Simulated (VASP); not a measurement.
Write the native input for VASP 6.6.1 that does the following.

```
Task                   : relaxation of cell and atoms
Functional             : PBE
Potentials or basis    : VASP PAW PBE potentials, release 64 (Al, N)
Cutoff                 : 520 eV
k mesh                 : 4 × 4 × 4
Occupations            : gaussian, width 0.02 eV
Spin                   : no spin polarisation
Further INCAR settings : ALGO = Normal; EDIFF = 1e-07; IBRION = 2; EDIFFG = -0.002; NSW = 80; ISIF = 3
```

The structure of AlN lies in POSCAR:

```
AlN                                     
1.0
    0.0000000000      2.2006491528      2.2006491528
    2.2006491528      0.0000000000      2.2006491528
    2.2006491528      2.2006491528      0.0000000000
  Al              N             
     1     1
Direct
     0.0000000000000000    0.0000000000000000    0.0000000000000000
     0.7500000000000000    0.7500000000000000    0.7500000000000000
```

Measurements of this composition are mostly on another form, of space group No. 186.

One way to write it, as run:

INCAR

```
PREC = Accurate
ENCUT = 520
EDIFF = 1E-7
ISMEAR = 0
SIGMA = 0.02
LREAL = False
LASPH = True
NELM = 60
ALGO = Normal
ISIF = 3
LWAVE = False
LCHARG = False
GGA = PE
IBRION = 2
NSW = 80
EDIFFG = -0.002
```

KPOINTS

```
Automatic mesh
0
Gamma
  4 4 4
```

Potentials or basis: VASP PAW PBE potentials, release 64 (Al, N).

Run with:

```console
$ cat potpaw_PBE.64/Al/POTCAR potpaw_PBE.64/N/POTCAR > POTCAR
$ mpirun -np 1 vasp_std > vasp.out
```

It gave:

```
Pressure after relaxing : 0.0 GPa
Band gap on the k mesh  : 3.28 eV, indirect (least direct gap 3.98 eV)
```

Caveat: the k mesh is coarse (spacing up to 0.62 Å⁻¹), so the values aren't converged; the relaxation stopped at its first step, so nothing moved.

It took 2.6 s on 1 thread of Intel(R) Xeon(R) Platinum 8259CL CPU @ 2.50GHz (Skylake/Cascade Lake), with other jobs on the host, peak memory 0.12 GiB.
